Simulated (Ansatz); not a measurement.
# Ir (Fm-3m) in Ansatz: notebook

The runs below take Ir through relaxation of cell and atoms, single point, with BLYP+D4, PBE, HSE03.

Program: Ansatz 0.2.0. These are calculated values, not measurements. Logs are shortened: lines on timing, memory, paths and dates and some standing lists are left out, and cuts for length are marked.

### 1 Starting point

Symmetry: Fm-3m, No. 225, cubic system. Conventional cell: a = 3.831 Å, b = 3.831 Å, c = 3.831 Å, α = 90.00°, β = 90.00°, γ = 90.00°. Ir (site symmetry m-3m) is surrounded by 12 Ir at 2.71 Å.

### 2 Relaxation of cell and atoms, BLYP+D4

Contents of input.yaml:

```yaml
crystal:
  lattice:
    - [0.0, 1.9156, 1.9156]
    - [1.9156, 0.0, 1.9156]
    - [1.9156, 1.9156, 0.0]
  atoms:
    - { symbol: Ir, position: [0.0, 0.0, 0.0] }
hamiltonian:
  xc: blyp
  pseudopotentials: { kind: paw }
  dispersion: d4
kpoints:
  mp_grid: { grid: [12, 12, 12] }
scf:
  occupations: { method: fermi_dirac, width: 0.05 }
output:
  forces: true
  stress: true
  write_density: true
  write_potential: true
  elf: true
  volumetric_format: npy
relax:
  f_tol: 0.01
  max_steps: 40
  cell: { stress_tol: 0.05 }
```

Potentials or basis: Ansatz PAW.

Run with:

```bash
$ ansatz run input.yaml --threads 2 --pin off --max-ram 5632MiB --backend cpu --events-out ev --progress --plain --runs-dir out
```

The program printed:

```text
Warning: RAYON_NUM_THREADS=2 ignored (pool sized by the plan → 2); use --threads N
Engine: ansatz 0.2.0, aarch64-unknown-linux-gnu
Pseudopotentials: kind: paw
Pseudopotential: Ir, paw, valence charge 17, recommended cutoff 420 eV (normal), Ir.paw.azcp
Functional definition: BLYP
  parameter beta = 0.0042
  parameter a = 0.04918
  parameter b = 0.132
  parameter c = 0.2533
  parameter d = 0.349
  exchange = b88_x(beta = beta)
  correlation = lyp_c(a = a, b = b, c = c, d = d)
Crystal: 1 atoms, lattice volume = 14.059 Å³
Basis set: ecut = 420 eV, 283 PW (Γ), exchange–correlation on 40×40×40 points (8 copies of the dense FFT grid, shifted against one another)
Bands: 13, of which v1, the nominal top of the filled ones, is band 9 counted from 1 (8 counted from 0)
Symmetry: 48 space group operations
Space group: Fm-3m (ITA 225), of the structure as read, at distance tolerance 2.4e-5 Å
k-points: 72 of 1728
Non-local potential: Ir, projectors of the file, l = 0: 3, l = 1: 2, l = 2: 2, l = 3: 1
PAW form: soft (Blöchl's): semilocal exchange-correlation on the pseudo side does not see the compensation charge
PAW frozen core: Ir, regenerated for the run's functional, and the local potential with it (the file was generated under x = pbe(κ = 0.804, μ = 0.2195149727645171), c = pbe(β = 0.06672455060314922))
PAW one-centre angular grid: Ir, 590 points (default); XC on 64 Gauss nodes
Initial density: superposition of atomic densities (neutral atoms: chi_scale 0, normalization atom), corrected by the library's trained network
Initial wavefunctions: pseudopotential atomic-orbital guess
Functional: x = b88, c = lyp
SCF iter   1: F=—  HF=-11962.457239 eV  |F-HF|=—  |Δ(HF+E_count)|=         —  Δρ=1.37e-2  dr2=2.45e-2  ethr=1.77e-3  ⟨swp⟩=5.2  Hψ=4973  notcnv=0
preconditioner: auto → none  [metal: Δε(μ)=0.031 eV  Ē_g=14.402 eV  σ=0.050 eV  W_gap=0.15  n_scr=0 (ndim 8)  ℏωp=29.7 eV  f_vac=0.000  D(μ)=0.54/eV (n_scr^D=0)]
SCF iter   2: F=—  HF=-11962.450807 eV  |F-HF|=—  |Δ(HF+E_count)|=   6.43e-3  Δρ=4.31e-3  dr2=8.16e-4  ethr=1.44e-4  ⟨swp⟩=2.6  Hψ=2046  notcnv=0  defer=5
SCF iter   3: F=—  HF=-11962.451015 eV  |F-HF|=—  |Δ(HF+E_count)|=   2.08e-4  Δρ=1.96e-3  dr2=1.73e-4  ethr=4.80e-6  ⟨swp⟩=2.1  Hψ=1543  notcnv=0  defer=5
SCF iter   4: F=—  HF=-11962.451136 eV  |F-HF|=—  |Δ(HF+E_count)|=   1.21e-4  Δρ=1.44e-4  dr2=5.46e-7  ethr=1.02e-6  ⟨swp⟩=2.7  Hψ=1348  notcnv=0  defer=5
SCF iter   5: F=—  HF=-11962.451135 eV  |F-HF|=—  |Δ(HF+E_count)|=   5.89e-7  Δρ=1.25e-5  dr2=8.66e-9  ethr=3.21e-9  ⟨swp⟩=2.1  Hψ=1466  notcnv=0  defer=5
SCF iter   6: F=-11962.451135 eV  HF=-11962.451135 eV  |F-HF|=3.64e-11  |Δ(HF+E_count)|=   1.26e-9  Δρ=8.16e-7  dr2=3.18e-11  ethr=5.10e-11  ⟨swp⟩=4.3  Hψ=4442  notcnv=0
SCF 1 converged in 6 iterations: F = -11962.451135 eV  dr2 = 3.18e-11
relax step   1: F+E_penalty+E_count = -11962.45113528 eV  Δ(F+E_penalty+E_count) = +0.000e0 eV  max|allowed force component| = 0.000e0 eV/Å  Δτ_max = 0.0000 Å  P = +8.660 GPa  Ω = 14.059 Å³  (6 SCF iters, dr2 threshold 1.00e-7 eV, accepted)
Crystal: 1 atoms, lattice volume = 14.956 Å³
Initial density: handed on by an earlier stage of this run
Initial wavefunctions: those handed on with the density
iter 1 solved again at ethr=2.10e-6 eV; its pass at ethr=3.10e-3 eV (dr2=3.57e-4 eV) is discarded
SCF iter   1: F=—  HF=-11962.436357 eV  |F-HF|=—  |Δ(HF+E_count)|=         —  Δρ=2.32e-3  dr2=3.88e-4  ethr=2.10e-6  ⟨swp⟩=1.8  Hψ=6841  notcnv=0
preconditioner: auto → none  [metal: Δε(μ)=0.015 eV  Ē_g=13.650 eV  σ=0.050 eV  W_gap=0.08  n_scr=8 (ndim 8)  ℏωp=28.8 eV  f_vac=0.000  D(μ)=0.61/eV (n_scr^D=0)]
SCF iter   2: F=—  HF=-11962.436435 eV  |F-HF|=—  |Δ(HF+E_count)|=   7.87e-5  Δρ=1.09e-3  dr2=4.77e-5  ethr=2.10e-6  ⟨swp⟩=2.0  Hψ=1264  notcnv=0
SCF iter   3: F=—  HF=-11962.436482 eV  |F-HF|=—  |Δ(HF+E_count)|=   4.61e-5  Δρ=3.96e-4  dr2=7.46e-6  ethr=2.80e-7  ⟨swp⟩=2.2  Hψ=1400  notcnv=0
SCF iter   4: F=-11962.436491 eV  HF=-11962.436491 eV  |F-HF|=3.61e-8  |Δ(HF+E_count)|=   8.93e-6  Δρ=2.92e-5  dr2=4.77e-8  ethr=5.88e-10  ⟨swp⟩=6.0  Hψ=5187  notcnv=0
SCF 2 converged in 4 iterations: F = -11962.436491 eV  dr2 = 4.77e-8
relax step   2: F+E_penalty+E_count = -11962.43649059 eV  Δ(F+E_penalty+E_count) = +1.464e-2 eV  max|allowed force component| = 0.000e0 eV/Å  Δτ_max = 0.0000 Å  P = -12.410 GPa  Ω = 14.956 Å³  energy of the carried Pulay correction = -3.915e-4 eV  (4 SCF iters, dr2 threshold 1.00e-7 eV, rejected (line search))
Crystal: 1 atoms, lattice volume = 14.414 Å³
iter 1 solved again at ethr=1.30e-6 eV; its pass at ethr=3.10e-3 eV (dr2=2.21e-4 eV) is discarded
SCF iter   1: F=—  HF=-11962.459564 eV  |F-HF|=—  |Δ(HF+E_count)|=         —  Δρ=1.42e-3  dr2=1.46e-4  ethr=1.30e-6  ⟨swp⟩=1.5  Hψ=6395  notcnv=0
preconditioner: auto → none  [metal: Δε(μ)=0.020 eV  Ē_g=14.079 eV  σ=0.050 eV  W_gap=0.10  n_scr=0 (ndim 8)  ℏωp=29.3 eV  f_vac=0.000  D(μ)=0.57/eV (n_scr^D=0)]
SCF iter   2: F=—  HF=-11962.459581 eV  |F-HF|=—  |Δ(HF+E_count)|=   1.70e-5  Δρ=6.41e-4  dr2=1.52e-5  ethr=8.57e-7  ⟨swp⟩=2.1  Hψ=1252  notcnv=0
SCF iter   3: F=—  HF=-11962.459596 eV  |F-HF|=—  |Δ(HF+E_count)|=   1.51e-5  Δρ=2.40e-4  dr2=2.39e-6  ethr=8.96e-8  ⟨swp⟩=2.0  Hψ=1403  notcnv=0
SCF iter   4: F=—  HF=-11962.459594 eV  |F-HF|=—  |Δ(HF+E_count)|=   1.55e-6  Δρ=1.56e-5  dr2=1.41e-8  ethr=1.40e-8  ⟨swp⟩=2.4  Hψ=1201  notcnv=0
SCF iter   5: F=—  HF=-11962.459599 eV  |F-HF|=—  |Δ(HF+E_count)|=   4.75e-6  Δρ=1.72e-6  dr2=2.40e-10  ethr=8.29e-11  ⟨swp⟩=2.1  Hψ=1314  notcnv=0
SCF iter   6: F=-11962.459599 eV  HF=-11962.459599 eV  |F-HF|=9.09e-12  |Δ(HF+E_count)|=  5.46e-12  Δρ=1.19e-7  dr2=5.07e-13  ethr=1.00e-12  ⟨swp⟩=5.5  Hψ=3669  notcnv=0
SCF 3 converged in 6 iterations: F = -11962.459599 eV  dr2 = 5.07e-13
relax step   3: F+E_penalty+E_count = -11962.45959888 eV  Δ(F+E_penalty+E_count) = -8.464e-3 eV  max|allowed force component| = 0.000e0 eV/Å  Δτ_max = 0.0000 Å  P = -0.657 GPa  Ω = 14.414 Å³  energy of the carried Pulay correction = -1.580e-4 eV  (6 SCF iters, accepted)
Crystal: 1 atoms, lattice volume = 14.389 Å³
iter 1 solved again at ethr=1.34e-9 eV; its pass at ethr=3.10e-3 eV (dr2=2.28e-7 eV) is discarded
SCF iter   1: F=—  HF=-11962.459665 eV  |F-HF|=—  |Δ(HF+E_count)|=         —  Δρ=6.61e-5  dr2=2.81e-7  ethr=1.34e-9  ⟨swp⟩=3.3  Hψ=6512  notcnv=0
preconditioner: auto → none  [metal: Δε(μ)=0.020 eV  Ē_g=14.102 eV  σ=0.050 eV  W_gap=0.10  n_scr=0 (ndim 8)  ℏωp=29.4 eV  f_vac=0.000  D(μ)=0.56/eV (n_scr^D=0)]
SCF iter   2: F=-11962.459665 eV  HF=-11962.459665 eV  |F-HF|=4.62e-8  |Δ(HF+E_count)|=   7.19e-8  Δρ=3.13e-5  dr2=3.63e-8  ethr=5.88e-10  ⟨swp⟩=5.1  Hψ=4935  notcnv=0
SCF 4 converged in 2 iterations: F = -11962.459665 eV  dr2 = 3.63e-8
relax step   4: F+E_penalty+E_count = -11962.45966529 eV  Δ(F+E_penalty+E_count) = -6.641e-5 eV  max|allowed force component| = 0.000e0 eV/Å  Δτ_max = 0.0000 Å  P = -0.030 GPa  Ω = 14.389 Å³  energy of the carried Pulay correction = -1.467e-4 eV  (2 SCF iters, dr2 threshold 1.00e-7 eV, accepted)
Initial wavefunctions: pseudopotential atomic-orbital guess (no wavefunctions were taken with the density)
iter 1 solved again at ethr=4.99e-8 eV; its pass at ethr=3.10e-3 eV (dr2=8.48e-6 eV) is discarded
SCF iter   1: F=—  HF=-11962.459688 eV  |F-HF|=—  |Δ(HF+E_count)|=         —  Δρ=3.38e-4  dr2=4.35e-7  ethr=4.99e-8  ⟨swp⟩=3.0  Hψ=7292  notcnv=0
SCF iter   2: F=—  HF=-11962.459771 eV  |F-HF|=—  |Δ(HF+E_count)|=   8.37e-5  Δρ=1.69e-4  dr2=1.09e-7  ethr=2.56e-9  ⟨swp⟩=1.0  Hψ=938  notcnv=0
SCF iter   3: F=—  HF=-11962.459799 eV  |F-HF|=—  |Δ(HF+E_count)|=   2.76e-5  Δρ=2.93e-6  dr2=1.09e-9  ethr=6.39e-10  ⟨swp⟩=1.0  Hψ=936  notcnv=0
SCF iter   4: F=—  HF=-11962.459799 eV  |F-HF|=—  |Δ(HF+E_count)|=  4.44e-10  Δρ=6.02e-7  dr2=1.89e-11  ethr=6.39e-12  ⟨swp⟩=2.2  Hψ=1393  notcnv=0
SCF iter   5: F=-11962.459799 eV  HF=-11962.459799 eV  |F-HF|=1.82e-12  |Δ(HF+E_count)|=  1.82e-12  Δρ=1.40e-7  dr2=8.03e-13  ethr=1.00e-12  ⟨swp⟩=5.0  Hψ=3383  notcnv=0
SCF 5 converged in 5 iterations: F = -11962.459799 eV  dr2 = 8.03e-13
relax step   5: F+E_penalty+E_count = -11962.45979897 eV  Δ(F+E_penalty+E_count) = -1.337e-4 eV  max|allowed force component| = 0.000e0 eV/Å  Δτ_max = 0.0000 Å  P = -0.038 GPa  Ω = 14.389 Å³  stress off target by 3.85e-2 GPa  SCF on the basis re-selected at this cell (its energy is not comparable with the rows above)  (5 SCF iters)
basis re-selected at this cell: Δ(F+E_penalty+E_count) = -1.337e-4 eV, ΔP = -0.009 GPa vs the last step (what re-selecting the basis moved, of the pressure what is left beyond the Pulay correction that the steps carried, after the strain that the cell walked since its last selection, with what the two solves' SCF thresholds leave and, on support functions, any second-order correction that the steps lacked; it is no measure of the basis error at this ecutwfc). This SCF's stress stands 3.85e-2 GPa from its target on what of the cell is left free (relax.cell.stress_tol is 5.00e-2 GPa) and its largest allowed force component is 0.00e0 eV/Å (relax.f_tol is 1.00e-2 eV/Å): within both
SCF converged after 5 iterations
Free energy (F): -11962.459799 eV
Harris-Foulkes:  -11962.459799 eV  (|F-HF|=1.82e-12)
Internal energy: -11962.454940 eV  (E = F + TS)
E sigma→0 (E₀):  -11962.457369 eV
Entropy (-TS):   -0.004859 eV (-4.859 meV/atom)
Fermi energy:    25.798426 eV
--- Per-component energies (eV) ---
  E_band       = -81.000129
  E_kinetic    = 624.312949
  E_local      = -1086.298097  (includes V_loc(G=0)·N_el)
  E_nonlocal   = 71.903273
  E_hartree    = 417.430887
  E_xc         = -264.195259
  E_vxc        = -294.905125  (∫ρ·V_xc dr)
  E_paw        = -9253.104688  (= ΣΔE_a)
  E_vpaw       = -230.874914  (= ΣTr[D̂ρ^β])
  E_aug_tail   = 0.000031  (compensation charges beyond the density's cutoff)
  E_ewald      = -2470.886815
  E_disp       = -1.767371  (pairwise vdW)
  E_core_change = 0.150151  (= ΣΔE_core)
  E_smearing   = -0.004859  (= −TS)
  E_closure    = -0.000000  (closes the sum)
  Σ components = -11962.459799   (vs F -11962.459799, Δ=0.00e0)
--- Forces (eV/Å), atoms counted from 1 ---
  atom   1  Ir    -0.00000000     0.00000000     0.00000000
  max |Σ_I F_I| component: 6.16e-32 eV/Å
--- Stress (GPa, compression-positive) ---
       -0.038469      -0.000000      -0.000000
       -0.000000      -0.038469      -0.000000
       -0.000000      -0.000000      -0.038469
  P = ⅓ Tr σ = -0.0385 GPa (-0.385 kbar)
--- Band table (eV; the first three rows and the last of 72) ---
  k-point 0: bands = ["-67.0113", "-23.5013", "-23.5013", "-23.5013", "15.0408", "21.9965", "21.9965", "21.9965", "24.5860", "24.5860", "39.7880", "45.0700", "45.0700"]
  k-point 1: bands = ["-67.0073", "-23.5530", "-23.5084", "-23.5084", "15.3440", "21.8481", "22.1227", "22.1227", "24.5095", "24.5095", "40.2967", "43.8564", "45.5694"]
  k-point 2: bands = ["-66.9961", "-23.6927", "-23.5279", "-23.5279", "16.1735", "21.5559", "22.3789", "22.3789", "24.4401", "24.4401", "41.3760", "41.8908", "46.9783"]
  k-point 71: bands = ["-66.9301", "-23.9934", "-23.9934", "-23.7851", "19.7835", "21.1028", "21.1028", "24.0265", "27.2141", "33.7598", "34.8625", "34.8625", "39.1560"]
--- Relaxed structure (4 steps of the walk, 3 accepted, 1 SCFs on fresh bases) ---
  F+E_penalty+E_count = -11962.45979897 eV   max|allowed force component| = 0.000e0 eV/Å   (the final SCF, on the basis selected at the relaxed cell)
  cell:  # Å, volume = 14.3886 Å³
    - [-3.057223219737354e-34, 1.9304700784442221, 1.9304700784442221]
    - [1.9304700784442221, -1.9362413725003245e-33, 1.9304700784442221]
    - [1.9304700784442221, 1.9304700784442221, -2.2164868343095818e-33]
  atoms:
    - { symbol: Ir, position: [0.0, 0.0, 0.0] }
```

Run time: 3.8 s. Hardware: 2 threads of Arm Neoverse V1, shared host; peak memory 0.28 GiB.

Results:

| Quantity | Value |
| --- | --- |
| Free energy | -11962.4598 eV |
| Relaxed volume | 14.39 Å³/atom |
| Relaxed cell | a = 2.730 Å, b = 2.730 Å, c = 2.730 Å, α = 60.00°, β = 60.00°, γ = 60.00° |
| Space group after relaxing (to 0.05 Å) | Fm-3m (No. 225) |
| Energy gained by relaxing | 8.7 meV/atom |
| Ionic steps | 4 |
| Pressure after relaxing | 0.0 GPa |
| Band gap on the k mesh | none (metal or under the smearing width) |

The path:
```tsv
step	energy change (eV)	largest force (eV/Å)	volume (Å³)
1	0.0000	0.0000	14.06
2	-0.0085	0.0000	14.41
3	-0.0085	0.0000	14.39
4	-0.0087	0.0000	14.39
```

Final structure:
```
Ir
1.0
     0.00000    1.93047    1.93047
     1.93047    0.00000    1.93047
     1.93047    1.93047    0.00000
Ir
1
Direct
  0.00000 0.00000 0.00000
```

Caveat: the plane-wave basis is chosen anew once the cell has moved, so the energies of steps on either side of that aren't comparable; pairwise dispersion overbinds metals, which lowers pressure and volume; the PAW data sets come from PBE, with cores solved anew for the run's functional, which leaves a small shift of forces and pressure. Zero-point motion and thermal expansion aren't in these numbers.

### 3 Single point, PBE

Contents of input.yaml:

```yaml
crystal:
  lattice:
    - [0.0, 1.9156, 1.9156]
    - [1.9156, 0.0, 1.9156]
    - [1.9156, 1.9156, 0.0]
  atoms:
    - { symbol: Ir, position: [0.0, 0.0, 0.0] }
hamiltonian:
  xc: pbe
  pseudopotentials: { kind: paw }
kpoints:
  mp_grid: { grid: [12, 12, 12] }
scf:
  occupations: { method: gaussian, width: 0.027 }
output:
  forces: true
  stress: true
  eigenvalues: true
```

Potentials or basis: Ansatz PAW.

Run with:

```bash
$ ansatz run input.yaml --threads 2 --pin off --max-ram 5632MiB --backend cpu --events-out ev --progress --plain --runs-dir out
```

Run time: 0.85 s. Hardware: 2 threads of Arm Neoverse V1, shared host; peak memory 0.25 GiB.

It converged, with:

```
Free energy            : -11935.3130 eV
Pressure               : 11.1 GPa
Band gap on the k mesh : none (metal or under the smearing width)
```

Levels at points of the mesh, in eV from the Fermi level:
| k point | band 4 | band 5 | band 6 | band 7 | band 8 | band 9 | band 10 | band 11 | band 12 | band 13 |
| --- | --- | --- | --- | --- | --- | --- | --- | --- | --- | --- |
| (0.00, 0.00, 0.00) | -49.41 | -11.22 | -3.96 | -3.96 | -3.96 | -1.24 | -1.24 | 13.55 | 19.10 | 19.10 |
| (0.00, 0.00, -0.50) | -49.52 | -8.21 | -4.07 | -4.07 | -0.82 | 0.89 | 0.89 | 7.32 | 13.22 | 19.12 |
| (0.00, -0.50, -0.50) | -49.71 | -8.03 | -7.45 | 0.85 | 1.48 | 1.48 | 1.64 | 10.59 | 11.47 | 11.47 |

### 4 Single point, PBE

input.yaml: that of step 3 with these lines changed.

```diff
@@ -13,3 +13,3 @@
 scf:
-  occupations: { method: gaussian, width: 0.027 }
+  occupations: { method: gaussian, width: 0.028 }
 output:
```

Run with:

```bash
$ ansatz run input.yaml --threads 2 --pin off --max-ram 5632MiB --backend cpu --events-out ev --progress --plain --runs-dir out
```

Run time: 0.81 s. Hardware: 2 threads of Arm Neoverse V1, shared host; peak memory 0.26 GiB.

The run converged. Its results:

```yaml
Free_energy: -11935.3130 eV
Pressure: 11.1 GPa
Band_gap_on_the_k_mesh: none (metal or under the smearing width)
```

Levels at points of the mesh, in eV from the Fermi level:
| k point | band 5 | band 6 | band 7 | band 8 | band 9 | band 10 | band 11 | band 12 |
| --- | --- | --- | --- | --- | --- | --- | --- | --- |
| (0.00, 0.00, 0.00) | -11.22 | -3.96 | -3.96 | -3.96 | -1.24 | -1.24 | 13.55 | 19.10 |
| (0.00, 0.00, -0.50) | -8.21 | -4.07 | -4.07 | -0.82 | 0.89 | 0.89 | 7.32 | 13.22 |
| (0.00, -0.50, -0.50) | -8.03 | -7.45 | 0.85 | 1.48 | 1.48 | 1.64 | 10.59 | 11.47 |

The run has no spin-orbit coupling, so splittings on Ir are missing.

(Continued in part 2 of 2.)
